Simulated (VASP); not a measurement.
# SnO in VASP: one cell, several levels of theory

Zincblende SnO, under -0.3 % strain along z alone is computed at one geometry. Runs: PBE, r2SCAN. The results are then set beside those of Ansatz 0.2.0 for the same cell. This is a trial cell built on a prototype, not taken from a measured structure, and it needn't be the compound's ground state.

Program: VASP 6.6.1. PAW datasets, plane waves. All values are calculated for a non-magnetic cell, which may be hypothetical.

## Step 1: Starting point

The cell comes from an earlier relaxation with r2SCAN in another program, then strained, with the atoms relaxed again.

It is tetragonal, I-4m2 (No. 119); conventional cell a = 3.830 Å, c = 5.399 Å, 19.80 Å³ an atom. Around Sn lie 4 O at 2.34 Å; around O lie 4 Sn at 2.34 Å.

Coordinates:

```xyz
2
Lattice="0.0000 2.7082 2.6995 2.7082 0.0000 2.6995 2.7082 2.7082 0.0000" Properties=species:S:1:pos:R:3 pbc="T T T"
Sn    0.0000    0.0000    0.0000
O     1.3541    1.3541    1.3498
```

## Step 2: PBE at this geometry

File INCAR:

```
ENCUT = 520.000000
SIGMA = 0.020000
EDIFF = 1.00e-07
GGA = PE
PREC = Accurate
IBRION = -1
ISIF = 2
ISMEAR = -1
NBANDS = 17
NELM = 120
NSW = 0
LASPH = .TRUE.
LCHARG = .FALSE.
LWAVE = .FALSE.
LREAL = .FALSE.
```

File KPOINTS:

```
KPOINTS created by Atomic Simulation Environment
0
Gamma
8 8 8
0 0 0
```

File KPOINTS_OPT:

```
special points
7
Reciprocal
0.0000000000 0.0000000000 0.0000000000 1
-0.5000000000 -0.5000000000 0.0000000000 1
-0.3750000000 -0.3750000000 0.2500000000 1
-0.3750000000 0.0000000000 0.3750000000 1
0.0000000000 0.0000000000 0.5000000000 1
-0.5000000000 -0.2500000000 0.2500000000 1
-0.5000000000 -0.4000000000 0.1000000000 1
```

File POSCAR:

```
Sn O
 1.0000000000000000
     0.0000000000000000    2.7082147176000002    2.6995484305000002
     2.7082147176000002    0.0000000000000000    2.6995484305000002
     2.7082147176000002    2.7082147176000002    0.0000000000000000
 Sn  O
   1   1
Cartesian
  0.0000000000000000  0.0000000000000000  0.0000000000000000
  1.3541073587999999  1.3541073587999999  1.3497742152499999
```

The run uses the recommended PBE PAW datasets (20 valence electrons a neutral cell).

Launch:

```sh
mpirun -np 1 vasp_std
```

Standard output, without the iteration lines:

```text
POSCAR found type information on POSCAR SnO
 POSCAR found :  2 types and       2 ions
 LDA part: xc-table for (Slater+PW92), standard interpolation
 POSCAR, INCAR and KPOINTS ok, starting setup
 FFT: planning ... GRIDC
 FFT: planning ... GRID_SOFT
 FFT: planning ... GRID
 WAVECAR not read
 entering main loop
 Start KPOINTS_OPT (optional k-point list driver)
k-point batch [1-7\7]
```

OSZICAR:

```text
N       E                     dE             d eps       ncg     rms          rms(c)
DAV:   1     0.151771819906E+03    0.15177E+03   -0.10311E+04  2056   0.165E+03
DAV:   2     0.310098930005E+01   -0.14867E+03   -0.14114E+03  2183   0.377E+02
DAV:   3    -0.122595504761E+02   -0.15361E+02   -0.15274E+02  2355   0.110E+02
DAV:   4    -0.126101900356E+02   -0.35064E+00   -0.35042E+00  2465   0.178E+01
DAV:   5    -0.126196609957E+02   -0.94710E-02   -0.94702E-02  2654   0.285E+00    0.870E+00
DAV:   6    -0.107495107192E+02    0.18702E+01   -0.13905E+01  2989   0.424E+01    0.531E+00
DAV:   7    -0.104713727157E+02    0.27814E+00   -0.25636E+00  2444   0.871E+00    0.138E+00
DAV:   8    -0.104434719275E+02    0.27901E-01   -0.13929E-01  2134   0.292E+00    0.449E-01
DAV:   9    -0.104424462124E+02    0.10257E-02   -0.10660E-02  2697   0.894E-01    0.134E-01
DAV:  10    -0.104429892285E+02   -0.54302E-03   -0.44420E-03  2944   0.486E-01    0.131E-01
DAV:  11    -0.104426670135E+02    0.32222E-03   -0.19175E-03  2939   0.268E-01    0.121E-02
DAV:  12    -0.104426729655E+02   -0.59520E-05   -0.83406E-05  2191   0.615E-02    0.692E-03
DAV:  13    -0.104426735933E+02   -0.62778E-06   -0.41264E-06  2180   0.133E-02    0.302E-03
DAV:  14    -0.104426733081E+02    0.28519E-06   -0.13795E-06  2547   0.704E-03    0.818E-04
DAV:  15    -0.104426733788E+02   -0.70717E-07   -0.91891E-08  1278   0.310E-03
   1 F= -.10442673E+02 E0= -.10442294E+02  d E =-.757910E-03
       N       E                     dE             ncg
DAV:   1     0.168878041598E+04   -0.46158E+04      238
DAV:   2     0.649587101426E+03   -0.10392E+04      278
DAV:   3     0.546848583967E+03   -0.10274E+03      266
DAV:   4     0.544356556186E+03   -0.24920E+01      314
DAV:   5     0.544293371357E+03   -0.63185E-01      313
DAV:   6     0.544291292022E+03   -0.20793E-02      336
DAV:   7     0.544291277777E+03   -0.14244E-04      313
DAV:   8     0.544291277493E+03   -0.28466E-06      295
DAV:   9     0.544291277491E+03   -0.15855E-08      240
```

The lines after F= are the extra pass for the points of KPOINTS_OPT, at fixed density; their E is not a total energy.

From OUTCAR:

```text
k-points           NKPTS =     59   k-points in BZ     NKDIM =     59   number of bands    NBANDS=     17

   NELECT =      20.0000    total number of electrons

   dimension x,y,z NGX =    28 NGY =   28 NGZ =   28
   dimension x,y,z NGXF=    56 NGYF=   56 NGZF=   56

  energy-cutoff  :      520.00
  volume of cell :       39.60
      direct lattice vectors                 reciprocal lattice vectors
     0.000000000  2.708214718  2.699548431    -0.184623470  0.184623470  0.185216162
     2.708214718  0.000000000  2.699548431     0.184623470 -0.184623470  0.185216162
     2.708214718  2.708214718  0.000000000     0.184623470  0.184623470 -0.185216162

 k-points in reciprocal lattice and weights: KPOINTS created by Atomic Simulation Env
   0.00000000  0.00000000  0.00000000       0.002
   0.12500000  0.00000000  0.00000000       0.016
   0.25000000  0.00000000  0.00000000       0.016
   0.37500000  0.00000000  0.00000000       0.016
   0.50000000  0.00000000  0.00000000       0.008
   0.12500000  0.12500000  0.00000000       0.004
   0.25000000  0.12500000  0.00000000       0.016
   0.37500000  0.12500000  0.00000000       0.016
[... 51 more k-points ...]

 E-fermi :   6.2015

 k-point     1 :       0.0000    0.0000    0.0000
  band No.  band energies     occupation
      1     -15.5950      2.00000
      2     -15.5950      2.00000
      3     -15.5939      2.00000
      4     -15.5482      2.00000
      5     -15.5480      2.00000
      6     -12.8191      2.00000
      7      -0.1399      2.00000
      8       2.4831      2.00000
      9       2.4831      2.00000
     10       2.4926      2.00000
     11      10.6446      0.00000
     12      10.6535      0.00000
     13      10.6535      0.00000
     14      15.2445      0.00000
     15      17.6147      0.00000
     16      17.6147      0.00000
     17      17.6753      0.00000

 k-point     2 :       0.1250    0.0000    0.0000
  band No.  band energies     occupation
      1     -15.6146      2.00000
      2     -15.5904      2.00000
      3     -15.5896      2.00000
      4     -15.5479      2.00000
      5     -15.5477      2.00000
      6     -12.7326      2.00000
      7      -0.4494      2.00000
      8       2.4148      2.00000
      9       2.4220      2.00000
     10       2.7742      2.00000
     11       9.8087      0.00000
     12      10.7240      0.00000
     13      10.7254      0.00000
     14      15.9238      0.00000
     15      17.0418      0.00000
     16      17.0783      0.00000
     17      17.2083      0.00000

 k-point     3 :       0.2500    0.0000    0.0000
  band No.  band energies     occupation
      1     -15.6610      2.00000
      2     -15.5830      2.00000
      3     -15.5823      2.00000
      4     -15.5433      2.00000
      5     -15.5432      2.00000
      6     -12.5171      2.00000
      7      -1.0772      2.00000
      8       2.2579      2.00000
      9       2.2673      2.00000
     10       3.3031      2.00000
     11       8.6307      0.00000
     12      10.8195      0.00000
     13      10.8300      0.00000
     14      15.2742      0.00000
     15      16.6919      0.00000
     16      16.7190      0.00000
     17      18.7895      0.00000

 k-point     4 :       0.3750    0.0000    0.0000
  band No.  band energies     occupation
      1     -15.7052      2.00000
      2     -15.5814      2.00000
      3     -15.5808      2.00000
      4     -15.5330      2.00000
      5     -15.5326      2.00000
      6     -12.2893      2.00000
      7      -1.6347      2.00000
      8       2.1111      2.00000
      9       2.1224      2.00000
     10       3.6682      2.00000
     11       7.9855      0.00000
     12      10.8058      0.00000
     13      10.8274      0.00000
     14      14.8077      0.00000
     15      16.9472      0.00000
     16      16.9642      0.00000
     17      19.0753      0.00000

 k-point     5 :       0.5000    0.0000    0.0000
  band No.  band energies     occupation
      1     -15.7229      2.00000
      2     -15.5820      2.00000
      3     -15.5814      2.00000
      4     -15.5275      2.00000
      5     -15.5270      2.00000
      6     -12.1908      2.00000
      7      -1.8571      2.00000
      8       2.0528      2.00000
      9       2.0649      2.00000
     10       3.7741      2.00000
     11       7.8235      0.00000
     12      10.7731      0.00000
     13      10.7987      0.00000
     14      14.7060      0.00000
     15      17.2049      0.00000
     16      17.2206      0.00000
     17      18.7496      0.00000

 k-point     6 :       0.1250    0.1250    0.0000
  band No.  band energies     occupation
      1     -15.6258      2.00000
      2     -15.5853      2.00000
      3     -15.5853      2.00000
      4     -15.5518      2.00000
      5     -15.5448      2.00000
      6     -12.7041      2.00000
      7      -0.5099      2.00000
      8       2.2913      2.00000
      9       2.2913      2.00000
     10       3.0496      2.00000
     11       9.5921      0.00000
     12      10.7232      0.00000
     13      10.7232      0.00000
     14      15.2307      0.00000
     15      16.6016      0.00000
     16      18.3779      0.00000
     17      18.3779      0.00000

 k-point     7 :       0.2500    0.1250    0.0000
  band No.  band energies     occupation
      1     -15.6636      2.00000
      2     -15.5779      2.00000
      3     -15.5761      2.00000
      4     -15.5533      2.00000
      5     -15.5399      2.00000
      6     -12.5327      2.00000
      7      -0.9523      2.00000
      8       2.0818      2.00000
      9       2.0977      2.00000
     10       3.6062      2.00000
     11       8.6610      0.00000
     12      10.6583      0.00000
     13      10.8216      0.00000
     14      14.4715      0.00000
     15      17.0196      0.00000
     16      18.1873      0.00000
     17      18.9794      0.00000

 k-point     8 :       0.3750    0.1250    0.0000
  band No.  band energies     occupation
      1     -15.7039      2.00000
      2     -15.5775      2.00000
      3     -15.5730      2.00000
      4     -15.5457      2.00000
      5     -15.5308      2.00000
      6     -12.3085      2.00000
      7      -1.4583      2.00000
      8       1.7846      2.00000
      9       1.9522      2.00000
     10       4.1483      2.00000
     11       8.0121      0.00000
     12      10.3248      0.00000
     13      10.8731      0.00000
     14      14.6223      0.00000
     15      16.8045      0.00000
     16      17.9536      0.00000
     17      19.5443      0.00000

 k-point     9 :       0.5000    0.1250    0.0000
  band No.  band energies     occupation
      1     -15.7263      2.00000
      2     -15.5797      2.00000
      3     -15.5740      2.00000
      4     -15.5356      2.00000
      5     -15.5269      2.00000
      6     -12.1646      2.00000
      7      -1.7550      2.00000
      8       1.5376      2.00000
      9       1.9316      2.00000
     10       4.4254      2.00000
     11       7.8050      0.00000
     12      10.0696      0.00000
     13      10.8716      0.00000
     14      14.9754      0.00000
     15      16.8425      0.00000
     16      17.6445      0.00000
     17      19.5753      0.00000

 k-point    10 :      -0.3750    0.1250    0.0000
  band No.  band energies     occupation
      1     -15.7195      2.00000
      2     -15.5796      2.00000
      3     -15.5746      2.00000
      4     -15.5344      2.00000
      5     -15.5320      2.00000
      6     -12.1972      2.00000
      7      -1.6904      2.00000
      8       1.4886      2.00000
      9       2.0432      2.00000
     10       4.3659      2.00000
     11       7.9058      0.00000
     12       9.9907      0.00000
     13      10.9059      0.00000
     14      15.3258      0.00000
     15      16.8273      0.00000
     16      17.0448      0.00000
     17      19.8231      0.00000

 k-point    11 :      -0.2500    0.1250    0.0000
  band No.  band energies     occupation
      1     -15.6866      2.00000
      2     -15.5785      2.00000
      3     -15.5764      2.00000
      4     -15.5470      2.00000
      5     -15.5364      2.00000
      6     -12.3838      2.00000
      7      -1.3080      2.00000
      8       1.6885      2.00000
      9       2.2290      2.00000
     10       3.9480      2.00000
     11       8.3388      0.00000
     12      10.1330      0.00000
     13      10.9505      0.00000
     14      15.6153      0.00000
     15      16.0588      0.00000
     16      17.3564      0.00000
     17      19.6248      0.00000

[... the tables of k-points 12 to 59 left out ...]

  Total        0.6503491      0.6503491      0.6500824      0.0000000     -0.0000000      0.0000000
  in kB       26.3129656     26.3129656     26.3021760      0.0000000     -0.0000000      0.0000000
  external PRESSURE =      26.3093691 kB  Pullay stress =       0.0000000 kB

 POSITION                                       TOTAL-FORCE (eV/Angst)
 -----------------------------------------------------------------------------------
      0.00000      0.00000      0.00000        -0.000000      0.000000      0.000000
      1.35411      1.35411      1.34977         0.000000     -0.000000     -0.000000
 -----------------------------------------------------------------------------------
    total drift:                               -0.000000     -0.000000     -0.000000

  FREE ENERGIE OF THE ION-ELECTRON SYSTEM (eV)
  ---------------------------------------------------
  free  energy   TOTEN  =       -10.4426733788 eV

  energy  without entropy=      -10.4419154691  energy(sigma->0) =      -10.44229442
```

Hardware: 1 MPI rank of Intel Xeon Platinum 8488C, shared host.

The levels at the points of KPOINTS_OPT are read from vasprun.xml.

Band energies at the special points (eV, zero at the top of v, the last band that the electrons fill by count):

```csv
point,v−1,v,c,c+1
Γ,-3.74,-3.73,4.42,4.43
X,-4.93,-0.71,-0.20,5.18
U,-4.69,-0.39,0.67,3.35
K,-4.68,-0.38,0.67,3.34
L,-4.16,-2.45,1.60,4.55
W,-5.28,0.00,1.25,2.54
```

PBE: no gap; the band counted as the lowest empty one dips 0.20 eV below the top of the last filled one. The pressure is 2.63 GPa; the forces vanish within 0.01 eV/Å.

[end of part 1 of 2]
